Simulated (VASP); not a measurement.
Write the native input for VASP 6.6.1 that does the following.

| Item | Value |
| --- | --- |
| Task | relaxation of the atoms |
| Functional | LDA |
| Potentials or basis | VASP PAW LDA potentials, release 64 (Mo_sv) |
| Cutoff | 600 eV |
| k mesh | 16 × 16 × 16 |
| Occupations | methfessel-paxton, width 0.1 eV |
| Spin | no spin polarisation |
| Further INCAR settings | ALGO = Normal; EDIFF = 1e-07; IBRION = 2; EDIFFG = -0.01; NSW = 40 |

The structure of Mo lies in POSCAR:

```
Mo                                      
1.0
   -1.5679141105      1.5679141105      1.5679141105
    1.5679141105     -1.5679141105      1.5679141105
    1.5679141105      1.5679141105     -1.5679141105
  Mo            
     1
Direct
     0.0000000000000000    0.0000000000000000    0.0000000000000000
```

The cell isn't the ideal one: a relaxed cell with its volume scaled by 1.02.

One way to write it, as run:

INCAR

```
SYSTEM = Mo
PREC = Accurate
ENCUT = 600
EDIFF = 1E-7
ISMEAR = 1
SIGMA = 0.1
LREAL = .False.
LASPH = .True.
NELM = 80
ALGO = Normal
ISIF = 2
LWAVE = .False.
LCHARG = .False.
GGA = CA
IBRION = 2
NSW = 40
EDIFFG = -0.01
```

KPOINTS

```
Automatic mesh
0
Gamma
  16 16 16
  0 0 0
```

Potentials or basis: VASP PAW LDA potentials, release 64 (Mo_sv).

Launch:

```console
$ cat potpaw_LDA.64/Mo_sv/POTCAR > POTCAR
$ mpirun -np 1 vasp_std > vasp.out
```

It gave:

```yaml
Pressure_after_relaxing: -5.6 GPa
Band_gap_on_the_k_mesh: none (metal or under the smearing width)
```

Caveat: the relaxation stopped at its first step, so nothing moved.

It took 19 s on 1 thread of AMD EPYC 7R13 Processor (Zen 3), with other jobs on the host, peak memory 0.12 GiB.
